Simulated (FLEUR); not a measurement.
# CoSi2 (Fm-3m) in FLEUR: a series of runs

The runs below take CoSi2 through band structure, equation of state, with BLYP.

Everything below comes from runs of FLEUR MaX-R8.1 (later development tree). Logs are shortened: lines on timing, memory, paths and dates and some standing lists are left out, and cuts for length are marked.

### Step 1. The crystal as given

It takes space group Fm-3m (No. 225, cubic). Conventional cell: a = 5.356 Å, b = 5.356 Å, c = 5.356 Å, α = 90.00°, β = 90.00°, γ = 90.00°. Co (site symmetry m-3m) is surrounded by 8 Si at 2.32 Å. Around Si (site symmetry -43m) lie 4 Co at 2.32 Å.

### Step 2. Band structure, BLYP, collinear spin, ferromagnetic start

File inp.xml:

```xml
<?xml version="1.0" encoding="UTF-8" standalone="no"?>
<fleurInput fleurInputVersion="0.39">
   <comment>
      CoSi2                                                                                               
   </comment>
   <calculationSetup>
      <cutoffs Kmax="5.16" Gmax="16.0" GmaxXC="16.0" numbands="0"/>
      <scfLoop itmax="60" minDistance="0.00001" maxIterBroyd="15" imix="Anderson" alpha="0.05" precondParam="0.0" spinf="2.0" sdNocoIR="T"/>
      <coreElectrons ctail="T" frcor="F" kcrel="0" coretail_lmax="0"/>
      <xcFunctional name="LibXC" relativisticCorrections="F">
         <LibXCName exchange="gga_x_b88" correlation="gga_c_lyp"/>
      </xcFunctional>
      <magnetism jspins="2"/>
      <soc l_soc="F" theta="0.0" phi="0.0" spav="F"/>
      <expertModes spex="0" secvar="F"/>
      <geometryOptimization l_f="F" forcealpha="1.0" forcemix="BFGS" epsdisp="0.00001" epsforce="0.00001"/>
      <ldaU l_linMix="F" mixParam="0.05" spinf="1.0"/>
   </calculationSetup>
   <cell>
      <bzIntegration valenceElectrons="41.0" mode="hist" fermiSmearingEnergy="0.00183747">
         <kPointListSelection listName="default-1"/>
         <!-- k-points included here -->
         <xi:include xmlns:xi="http://www.w3.org/2001/XInclude" href="kpts.xml"> </xi:include>
      </bzIntegration>
      <!-- symmetry operations included here -->
[... 35 lines left out ...]
         <energyParameters s="3" p="3" d="3" f="4"/>
         <lo type="SCLO" l="0" n="2" eDeriv="0"/>
         <lo type="SCLO" l="1" n="2" eDeriv="0"/>
         <lo type="SCLO" l="2" n="3" eDeriv="2"/>
         <lo type="SCLO" l="3" n="4" eDeriv="2"/>
      </species>
   </atomSpecies>
   <atomGroups>
      <atomGroup species="Cobalt (Co2.000">
         <relPos label="                   1">.0000000000 .0000000000 .0000000000</relPos>
         <force calculate="T" relaxXYZ="TTT"/>
      </atomGroup>
      <atomGroup species="Silicon (Si)">
         <relPos label="                   2">-1.000/4.000 -1.000/4.000 -1.000/4.000</relPos>
         <relPos label="                   3">1.000/4.000 1.000/4.000 1.000/4.000</relPos>
         <force calculate="T" relaxXYZ="TTT"/>
      </atomGroup>
   </atomGroups>
   <output dos="F" band="F" slice="F">
      <checks vchk="F" cdinf="F"/>
      <bandDOS minEnergy="-.5*Htr" maxEnergy="0.5*Htr" sigma="0.015" storeEVData="T"/>
      <vacuumDOS vacdos="F" integ="F" star="F" nstars="0" locx1="0.0" locy1="0.0" locx2="0.0" locy2="0.0" nstm="0" tworkf="0.0"/>
      <unfoldingBand unfoldBand="F" supercellX="1" supercellY="1" supercellZ="1"/>
      <plotting iplot="0" polar="F">
         <plot TwoD="T" vec1="  1.0  0.0  0.0" vec2="  0.0  1.0  0.0" vec3="  0.0  0.0  1.0" zero="  0.0  0.0  0.0" file="plot"/>
      </plotting>
      <chargeDensitySlicing numkpt="0" minEigenval="0.0" maxEigenval="0.0" nnne="0" pallst="F"/>
      <specialOutput eonly="F"/>
      <moessbauerParams electricFieldGradient="T" isomerShift="T" coreHyperfine="T" valenceHyperfine="T"/>
      <magneticCircularDichroism mcd="F" energyLo="-10.0" energyUp="0.0"/>
   </output>
  <!-- We include the file relax.xml here to enable relaxations (see documentation) -->
  <xi:include xmlns:xi="http://www.w3.org/2001/XInclude" href="relax.xml"> <xi:fallback/> </xi:include>
</fleurInput>
```

File crystal.txt:

```
CoSi2
&input cartesian=F /
0.0000000000  2.6780000000  2.6780000000
2.6780000000  0.0000000000  2.6780000000
2.6780000000  2.6780000000  0.0000000000
1.8897261246
1.0 1.0 1.0

3
27 0.0000000000  0.0000000000  0.0000000000 : 2.000
14 0.7500000000  0.7500000000  0.7500000000
14 0.2500000000  0.2500000000  0.2500000000

&kpt div1=9 div2=9 div3=9 gamma=T /
```

File inp.xml (bands):

```
<?xml version="1.0" encoding="UTF-8" standalone="no"?>
<fleurInput fleurInputVersion="0.39">
   <comment>
      CoSi2                                                                                               
   </comment>
   <calculationSetup>
      <cutoffs Kmax="5.16" Gmax="16.0" GmaxXC="16.0" numbands="0"/>
      <scfLoop itmax="60" minDistance="0.00001" maxIterBroyd="15" imix="Anderson" alpha="0.05" precondParam="0.0" spinf="2.0" sdNocoIR="T"/>
      <coreElectrons ctail="T" frcor="F" kcrel="0" coretail_lmax="0"/>
      <xcFunctional name="LibXC" relativisticCorrections="F">
         <LibXCName exchange="gga_x_b88" correlation="gga_c_lyp"/>
      </xcFunctional>
      <magnetism jspins="2"/>
      <soc l_soc="F" theta="0.0" phi="0.0" spav="F"/>
      <expertModes spex="0" secvar="F"/>
      <geometryOptimization l_f="F" forcealpha="1.0" forcemix="BFGS" epsdisp="0.00001" epsforce="0.00001"/>
      <ldaU l_linMix="F" mixParam="0.05" spinf="1.0"/>
   </calculationSetup>
   <cell>
      <bzIntegration valenceElectrons="41.0" mode="hist" fermiSmearingEnergy="0.00183747">
         <kPointListSelection listName="path-1"/>
         <!-- k-points included here -->
         <xi:include xmlns:xi="http://www.w3.org/2001/XInclude" href="kpts.xml"> </xi:include>
      </bzIntegration>
      <!-- symmetry operations included here -->
      <xi:include xmlns:xi="http://www.w3.org/2001/XInclude" href="sym.xml"> </xi:include>
[... 34 lines left out ...]
         <energyParameters s="3" p="3" d="3" f="4"/>
         <lo type="SCLO" l="0" n="2" eDeriv="0"/>
         <lo type="SCLO" l="1" n="2" eDeriv="0"/>
         <lo type="SCLO" l="2" n="3" eDeriv="2"/>
         <lo type="SCLO" l="3" n="4" eDeriv="2"/>
      </species>
   </atomSpecies>
   <atomGroups>
      <atomGroup species="Cobalt (Co2.000">
         <relPos label="                   1">.0000000000 .0000000000 .0000000000</relPos>
         <force calculate="T" relaxXYZ="TTT"/>
      </atomGroup>
      <atomGroup species="Silicon (Si)">
         <relPos label="                   2">-1.000/4.000 -1.000/4.000 -1.000/4.000</relPos>
         <relPos label="                   3">1.000/4.000 1.000/4.000 1.000/4.000</relPos>
         <force calculate="T" relaxXYZ="TTT"/>
      </atomGroup>
   </atomGroups>
   <output dos="F" band="T" slice="F">
      <checks vchk="F" cdinf="F"/>
      <bandDOS minEnergy="-.5*Htr" maxEnergy="0.5*Htr" sigma="0.015" storeEVData="T"/>
      <vacuumDOS vacdos="F" integ="F" star="F" nstars="0" locx1="0.0" locy1="0.0" locx2="0.0" locy2="0.0" nstm="0" tworkf="0.0"/>
      <unfoldingBand unfoldBand="F" supercellX="1" supercellY="1" supercellZ="1"/>
      <plotting iplot="0" polar="F">
         <plot TwoD="T" vec1="  1.0  0.0  0.0" vec2="  0.0  1.0  0.0" vec3="  0.0  0.0  1.0" zero="  0.0  0.0  0.0" file="plot"/>
      </plotting>
      <chargeDensitySlicing numkpt="0" minEigenval="0.0" maxEigenval="0.0" nnne="0" pallst="F"/>
      <specialOutput eonly="F"/>
      <moessbauerParams electricFieldGradient="T" isomerShift="T" coreHyperfine="T" valenceHyperfine="T"/>
      <magneticCircularDichroism mcd="F" energyLo="-10.0" energyUp="0.0"/>
   </output>
  <!-- We include the file relax.xml here to enable relaxations (see documentation) -->
  <xi:include xmlns:xi="http://www.w3.org/2001/XInclude" href="relax.xml"> <xi:fallback/> </xi:include>
</fleurInput>
```

Potentials or basis: all-electron, FLAPW.

Started as:

```bash
inpgen -f crystal.txt -profile fastHighL
# inp.xml edited to the form shown
fleur_MPI
fleur_MPI   # second run, on inp.xml (bands)
```

The log of the run:

```text
Welcome to FLEUR        (www.flapw.de)
      MaX-Release 8.1          (www.max-centre.eu)
 func_ids         131         106         131         106
The functional 'Becke 88' is an exchange functional, it belongs to the 'GGA' family and is defined in the reference(s):
[1] A. D. Becke.,  Phys. Rev. A 38, 3098 (1988)
The functional 'Lee, Yang & Parr' is a correlation functional, it belongs to the 'GGA' family and is defined in the reference(s):
[1] C. Lee, W. Yang, and R. G. Parr.,  Phys. Rev. B 37, 785 (1988)
[2] B. Miehlich, A. Savin, H. Stoll, and H. Preuss.,  Chem. Phys. Lett. 157, 200 (1989)
 Using same functional for VXC and EXC

 ========== k-point set info ==========
 Selected k-point list: default-1
 k-point list type: mesh
 9 x 9 x 9
 Number of k points: 35

 ------------Calculation Setup---------------------------
 Number of MPI-tasks      :            1
 Number of PE/node        :            1
 Number of OMP-threads    :            1
 Most efficient MPI parallelization for:
           1           5           7          35
 Additional eigenvalue parallelization possible
 Number of basis functions:          717
 Approximate size of matrices (H+S) per k-point:         0.008 GB
 --------------------------------------------------------
 Iteration:     1   Distance:      35.40125324 me/bohr^3
 Iteration:     2   Distance:      29.49657762 me/bohr^3
 Iteration:     3   Distance:      23.69371396 me/bohr^3
 Iteration:     4   Distance:      24.57456676 me/bohr^3
 Iteration:     5   Distance:       7.89912142 me/bohr^3
 Iteration:     6   Distance:       8.91161651 me/bohr^3
 Iteration:     7   Distance:       4.63004606 me/bohr^3
 Iteration:     8   Distance:       4.13841659 me/bohr^3
 Iteration:     9   Distance:       0.94857358 me/bohr^3
 Iteration:    10   Distance:       1.73352376 me/bohr^3
[... 5 lines left out ...]
 Iteration:    16   Distance:       0.04525958 me/bohr^3
 Iteration:    17   Distance:       0.04122643 me/bohr^3
 Iteration:    18   Distance:       0.00834340 me/bohr^3
 Iteration:    19   Distance:       0.00279158 me/bohr^3
 Iteration:    20   Distance:       0.00111783 me/bohr^3
 Iteration:    21   Distance:       0.00048175 me/bohr^3
 Iteration:    22   Distance:       0.00012040 me/bohr^3
 Iteration:    23   Distance:       0.00004496 me/bohr^3
 Iteration:    24   Distance:       0.00002302 me/bohr^3
 Iteration:    25   Distance:       0.00000400 me/bohr^3

 ********************************************************************
 Run finished successfully
 Stop message:
   all done
 ********************************************************************
```

Run time: 5.9 min. Hardware: 1 thread of Arm Neoverse V1, shared host; peak memory 0.1 GiB.

What came out:

```
Free energy                                           : -53719.1275 eV
Band gap along the path                               : none (metal or under the smearing width)
Net moment                                            : 0.00 μB per cell
Valence electrons inside the program's atomic spheres : Co 16.10; Si 9.53 (radii Co 2.16, Si 1.9 bohr)
```

Levels at the corners of the path, in eV from the Fermi level:
Spin up:
| point | band 19 | band 20 | band 21 | band 22 | band 23 | band 24 |
| --- | --- | --- | --- | --- | --- | --- |
| Γ | 0.52 | 3.44 | 3.44 | 3.44 | 3.55 | 3.55 |
| X | -1.95 | -1.88 | -1.33 | 1.57 | 3.12 | 8.58 |
| W | -1.95 | -1.45 | -0.68 | 3.63 | 3.63 | 6.07 |
| K | -1.75 | -1.22 | -0.97 | 2.00 | 5.12 | 5.84 |
| Γ | 0.52 | 3.44 | 3.44 | 3.44 | 3.55 | 3.55 |
| L | -1.62 | -0.45 | -0.45 | 2.77 | 3.48 | 3.48 |
| U | -1.75 | -1.22 | -0.97 | 2.00 | 5.12 | 5.84 |
| W | -1.95 | -1.45 | -0.68 | 3.63 | 3.63 | 6.07 |
| L | -1.62 | -0.45 | -0.45 | 2.77 | 3.48 | 3.48 |
| K | -1.75 | -1.22 | -0.97 | 2.00 | 5.12 | 5.84 |
| U | -1.75 | -1.22 | -0.97 | 2.00 | 5.12 | 5.84 |
| X | -1.95 | -1.88 | -1.33 | 1.57 | 3.12 | 8.58 |
Spin down:
| point | band 18 | band 19 | band 20 | band 21 | band 22 | band 23 | band 24 | band 25 |
| --- | --- | --- | --- | --- | --- | --- | --- | --- |
| Γ | -1.90 | 0.52 | 3.44 | 3.44 | 3.44 | 3.55 | 3.55 | 3.55 |
| X | -1.95 | -1.95 | -1.88 | -1.33 | 1.57 | 3.12 | 8.58 | 9.50 |
| W | -2.28 | -1.95 | -1.45 | -0.68 | 3.63 | 3.63 | 6.07 | 6.71 |
| K | -2.23 | -1.75 | -1.22 | -0.97 | 2.00 | 5.12 | 5.84 | 7.52 |
| Γ | -1.90 | 0.52 | 3.44 | 3.44 | 3.44 | 3.55 | 3.55 | 3.55 |
| L | -1.62 | -1.62 | -0.45 | -0.45 | 2.77 | 3.48 | 3.48 | 4.26 |
| U | -2.23 | -1.75 | -1.22 | -0.97 | 2.00 | 5.12 | 5.84 | 7.52 |
| W | -2.28 | -1.95 | -1.45 | -0.68 | 3.63 | 3.63 | 6.07 | 6.71 |
| L | -1.62 | -1.62 | -0.45 | -0.45 | 2.77 | 3.48 | 3.48 | 4.26 |
| K | -2.23 | -1.75 | -1.22 | -0.97 | 2.00 | 5.12 | 5.84 | 7.52 |
| U | -2.23 | -1.75 | -1.22 | -0.97 | 2.00 | 5.12 | 5.84 | 7.52 |
| X | -1.95 | -1.95 | -1.88 | -1.33 | 1.57 | 3.12 | 8.58 | 9.50 |

Core levels (eV from the Fermi level):
| atom | levels |
| --- | --- |
| 1 Co | 1s1/2 -7586.3, 2s1/2 -891.3, 2p1/2 -772.4, 2p3/2 -757.6 |
| 2 Si | 1s1/2 -1782.1 |
| 3 Si | 1s1/2 -1782.1 |

Caveat: the starting moments collapsed, and a magnetic state may lie lower.

### Step 3. Equation of state, BLYP, collinear spin, ferromagnetic start, 12.04 Å³/atom (volume scaled by 0.94)

Changes to inp.xml since step 2:

```diff
@@ -6,3 +6,3 @@
    <calculationSetup>
-      <cutoffs Kmax="5.16" Gmax="16.0" GmaxXC="16.0" numbands="0"/>
+      <cutoffs Kmax="5.3" Gmax="16.4" GmaxXC="16.4" numbands="0"/>
       <scfLoop itmax="60" minDistance="0.00001" maxIterBroyd="15" imix="Anderson" alpha="0.05" precondParam="0.0" spinf="2.0" sdNocoIR="T"/>
@@ -26,3 +26,3 @@
       <xi:include xmlns:xi="http://www.w3.org/2001/XInclude" href="sym.xml"> </xi:include>
-      <bulkLattice scale="1.0">
+      <bulkLattice scale="0.9795861087">
          <bravaisMatrix>
@@ -36,3 +36,3 @@
       <species name="Cobalt (Co2.000" element="Co" atomicNumber="27">
-         <mtSphere radius="2.16" gridPoints="715" logIncrement="0.017"/>
+         <mtSphere radius="2.09" gridPoints="715" logIncrement="0.017"/>
          <atomicCutoffs lmax="9" lnonsphr="9"/>
@@ -52,3 +52,3 @@
       <species name="Silicon (Si)" element="Si" atomicNumber="14">
-         <mtSphere radius="1.9" gridPoints="629" logIncrement="0.018"/>
+         <mtSphere radius="1.85" gridPoints="629" logIncrement="0.018"/>
          <atomicCutoffs lmax="8" lnonsphr="8"/>
```

Potentials or basis: all-electron, FLAPW.

Started as:

```bash
inpgen -f crystal.txt -profile fastHighL
# inp.xml edited to the form shown
fleur_MPI
```

Run time: 5.5 min. Hardware: 1 thread of Arm Neoverse V1, shared host; peak memory 0.1 GiB.

Results (log left out):

- Free energy: -53718.9329 eV
- Band gap on the k mesh: none (metal or under the smearing width)
- Net moment: 0.00 μB per cell
- Valence electrons inside the program's atomic spheres: Co 15.96; Si 9.45 (radii Co 2.09, Si 1.85 bohr)

Caveat: the starting moments collapsed, and a magnetic state may lie lower.

### Step 4. Equation of state, BLYP, collinear spin, ferromagnetic start, 12.29 Å³/atom (volume scaled by 0.96)

Changes to inp.xml since step 3:

```diff
@@ -26,3 +26,3 @@
       <xi:include xmlns:xi="http://www.w3.org/2001/XInclude" href="sym.xml"> </xi:include>
-      <bulkLattice scale="0.9795861087">
+      <bulkLattice scale="0.9864848297">
          <bravaisMatrix>
```

Started as:

```bash
inpgen -f crystal.txt -profile fastHighL
# inp.xml edited to the form shown
fleur_MPI
```

Wall time 5.6 min (1 thread of Arm Neoverse V1, shared host); peak memory 0.1 GiB.

It converged, with:

- Free energy: -53719.0188 eV
- Band gap on the k mesh: none (metal or under the smearing width)
- Net moment: 0.00 μB per cell
- Valence electrons inside the program's atomic spheres: Co 15.93; Si 9.43 (radii Co 2.09, Si 1.85 bohr)

Caveat: the starting moments collapsed, and a magnetic state may lie lower.

### Step 5. Equation of state, BLYP, collinear spin, ferromagnetic start, 12.80 Å³/atom

Changes to inp.xml since step 4:

```diff
@@ -26,3 +26,3 @@
       <xi:include xmlns:xi="http://www.w3.org/2001/XInclude" href="sym.xml"> </xi:include>
-      <bulkLattice scale="0.9864848297">
+      <bulkLattice scale="1.0000000000">
          <bravaisMatrix>
```

Started as:

```bash
inpgen -f crystal.txt -profile fastHighL
# inp.xml edited to the form shown
fleur_MPI
```

It took 5.9 min on 1 thread of Arm Neoverse V1, shared host; peak memory 0.1 GiB.

Results (log left out):

| Quantity | Value |
| --- | --- |
| Free energy | -53719.1274 eV |
| Band gap on the k mesh | none (metal or under the smearing width) |
| Net moment | 0.00 μB per cell |
| Valence electrons inside the program's atomic spheres | Co 15.86; Si 9.40 (radii Co 2.09, Si 1.85 bohr) |

Caveat: the starting moments collapsed, and a magnetic state may lie lower.

### Step 6. Equation of state, BLYP, collinear spin, ferromagnetic start, 13.57 Å³/atom (volume scaled by 1.06)

Changes to inp.xml since step 5:

```diff
@@ -26,3 +26,3 @@
       <xi:include xmlns:xi="http://www.w3.org/2001/XInclude" href="sym.xml"> </xi:include>
-      <bulkLattice scale="1.0000000000">
+      <bulkLattice scale="1.0196128224">
          <bravaisMatrix>
```

Potentials or basis: all-electron, FLAPW.

Started as:

```bash
inpgen -f crystal.txt -profile fastHighL
# inp.xml edited to the form shown
fleur_MPI
```

Run time: 7.2 min. Hardware: 1 thread of Arm Neoverse V1, shared host; peak memory 0.1 GiB.

Results (log left out):

```yaml
Free_energy: -53719.1608 eV
Band_gap_on_the_k_mesh: none (metal or under the smearing width)
Net_moment: 0.00 μB per cell
Valence_electrons_inside_the_program's_atomic_spheres: Co 15.77; Si 9.37 (radii Co 2.09, Si 1.85 bohr)
```

Caveat: the starting moments collapsed, and a magnetic state may lie lower.
